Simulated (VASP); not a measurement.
Fe: single point with PBEsol

The system is Fe.

```
CELL_PARAMETERS angstrom
2.42918 0.00000 0.00000
-1.21459 2.10373 0.00000
0.00000 0.00000 3.84089
ATOMIC_POSITIONS crystal
Fe 0.33333 0.66667 0.25000
Fe 0.66667 0.33333 0.75000
```

This isn't the form of Fe at room conditions, which is bcc.

```
Program             : VASP 6.6.1
Task                : single point
Functional          : PBEsol
Potentials or basis : VASP PAW PBE potentials, release 64 (Fe)
Cutoff              : 520 eV
k mesh              : 21 × 21 × 12
Occupations         : gaussian, width 0.1 eV
Spin                : no spin polarisation
```

```yaml
Pressure: -0.3 GPa
Band_gap_on_the_k_mesh: none (metal or under the smearing width)
```

Stress tensor (GPa, compression positive):
```
-0.23  0.00  0.00
 0.00 -0.23  0.00
 0.00  0.00 -0.40
```

Levels at points of the mesh, in eV from the Fermi level:
```
           k point  band 4  band 5  band 6  band 7  band 8  band 9  band 10  band 11  band 12  band 13
(0.00, 0.00, 0.00)   -1.75   -1.61   -1.25   -1.25   -0.89   -0.89     0.53     0.76     0.76     9.14
(0.00, 0.00, 0.50)   -2.19   -1.87   -1.87   -1.87   -1.87    0.35     0.35     0.35     0.35    17.60
```

Run time: 57 s on 1 thread of Intel(R) Xeon(R) 6975P-C (Granite Rapids), on a shared host, peak memory 0.19 GiB.

Caveat: the PAW data sets were made with another functional, which shifts forces and pressure a little; the run has no spin polarisation, though such a crystal can be magnetic. Spin polarisation is off, so any magnetic state and its effect on volume and gap are missing.
